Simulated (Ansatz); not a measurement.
# TaC: the cost of one run

Program: Ansatz 0.2.0. Level of theory: DFT PBEsol, scalar-relativistic, plane waves, PAW. These are calculated values, not measurements.

4 further runs of the same task are left out: 4 set aside as unsound or not needed.

### Step 1. The starting structure

It takes space group Fm-3m (No. 225, cubic). The conventional cell has a = 4.440 Å, b = 4.440 Å, c = 4.440 Å, α = 90.00°, β = 90.00°, γ = 90.00°. Around Ta (site symmetry m-3m) lie 6 C at 2.22 Å. Around C (site symmetry m-3m) lie 6 Ta at 2.22 Å.

As a file:

```xyz
2
Lattice="0.0000 2.2202 2.2202 2.2202 0.0000 2.2202 2.2202 2.2202 0.0000" Properties=species:S:1:pos:R:3 pbc="T T T"
Ta    0.0000    0.0000    0.0000
C     2.2202    2.2202    2.2202
```

This cell was relaxed beforehand with the same method: volume 10.94 Å³/atom, gap on the mesh none (metal).

### Step 2. Phonons at Γ, at rest

input.yaml reads:

```yaml
crystal:
  lattice:
    - [0.0, 2.2202179461, 2.2202179461]
    - [2.2202179461, 0.0, 2.2202179461]
    - [2.2202179461, 2.2202179461, 0.0]
  atoms:
    - { symbol: Ta, position: [0.0, 0.0, 0.0] }
    - { symbol: C, position: [0.5, 0.5, 0.5] }
basis:
  ecutwfc: 420
kpoints:
  mp_grid: { grid: [16, 16, 16] }
hamiltonian:
  xc: pbesol
scf:
  occupations: { method: fermi_dirac, width: 0.15 }
output:
  eigenvalues: true
phonons:
  method: dfpt
  eigenvectors: true
```

The run is started by

```console
> ansatz run input.yaml --threads 1 --pin off --max-ram 3072MiB --backend cpu --events-out ev --progress --plain --runs-dir out
```

What time and memory should one allow on 1 thread of AMD EPYC 9R45 (Zen 5), shared host?

About 12 s, with a peak of 0.66 GiB.
